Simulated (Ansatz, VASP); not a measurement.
# One calculation of Pb, two programs

File INCAR:

```
ALGO     = Normal         # electronic algorithm
EDIFF    = 1E-7           # SCF threshold, eV
ENCUT    = 520            # plane-wave cutoff, eV
GGA      = PS             # functional
ISIF     = 2              # what is computed and relaxed
ISMEAR   = -1             # smearing method
LASPH    = True           # aspherical terms in the spheres
LCHARG   = False          # write CHGCAR
LREAL    = False          # projectors in reciprocal space
LWAVE    = False          # write WAVECAR
NBANDS   = 13             # bands
NELM     = 80             # most SCF steps
PREC     = Accurate       # precision mode
SIGMA    = 0.05           # smearing width, eV
```

Contents of KPOINTS:

```
k-points
0
Gamma
  9 9 9
```

Contents of POSCAR:

```
Pb
1.0
    0.0000000000      2.4415696833      2.4415696833
    2.4415696833      0.0000000000      2.4415696833
    2.4415696833      2.4415696833      0.0000000000
Pb
1
Direct
    0.0000000000      0.0000000000      0.0000000000
```

Contents of input.yaml:

```yaml
crystal:
  lattice:
    - [0.0, 2.4415696833, 2.4415696833]
    - [2.4415696833, 0.0, 2.4415696833]
    - [2.4415696833, 2.4415696833, 0.0]
  atoms:
    - { symbol: Pb, position: [0.0, 0.0, 0.0] }
hamiltonian:
  xc: pbesol
  pseudopotentials: { kind: paw }
kpoints:
  mp_grid: { grid: [9, 9, 9] }
scf:
  occupations: { method: fermi_dirac, width: 0.05 }
output:
  forces: true
  stress: true
  eigenvalues: true
  write_density: true
  write_potential: true
  elf: true
  volumetric_format: npy
```

Change from the starting cell: volume scaled by 0.96.

Alike in both runs: task single point; functional PBEsol; k mesh 9 × 9 × 9; occupations fermi-dirac, width 0.05 eV; no spin polarisation.

```csv
,VASP,Ansatz
version,VASP 6.6.1,Ansatz 0.2.0
potentials or method,"VASP PAW PBE potentials, release 64 (Pb_d)",Ansatz PAW
plane-wave cutoff (eV),520,420
valence electrons in the cell,14,14
```

```csv
,VASP,Ansatz,Ansatz less VASP
gap on the k mesh at the Fermi level (eV),none,none,-
pressure (GPa),1.4,1.5,+0.08
```

A gap of «none» marks a metal or a gap that the smearing closes.

Caveats: the PAW data sets were made with another functional, which shifts forces and pressure a little (VASP); the PAW data sets come from PBE, with cores solved anew for the run's functional, which leaves a small shift of forces and pressure (Ansatz). Spin-orbit coupling is left out, which matters for the levels of Pb.
